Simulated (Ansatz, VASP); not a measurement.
**Two plane-wave programs on SiW**

```
CELL_PARAMETERS angstrom
0.00000 2.79059 2.79059
2.79059 0.00000 2.79059
2.79059 2.79059 0.00000
ATOMIC_POSITIONS crystal
W 0.00000 0.00000 0.00000
Si 0.25000 0.25000 0.25000
```

Alike in both runs: functional PBE; k mesh 6 × 6 × 6; occupations gaussian, width 0.1 eV; no spin polarisation.

Ansatz relaxed the structure, and its values are those at the end. VASP's run is a single point on that final structure, the one shown.

```csv
,VASP,Ansatz
version,VASP 6.6.1,Ansatz 0.2.0
potentials or method,"VASP PAW PBE potentials, release 64 (W_sv, Si)","scalar-relativistic, plane waves, PAW"
plane-wave cutoff (eV),520,420
valence electrons in the cell,18,18
```

|  | VASP | Ansatz | Ansatz less VASP |
| --- | --- | --- | --- |
| gap on the k mesh at the Fermi level (eV) | none | none | - |
| pressure (GPa) | 0.0 | 0.0 | -0.02 |

A gap of «none» marks a metal or a gap that the smearing closes.

The runs have no spin-orbit coupling, so splittings on W are missing.
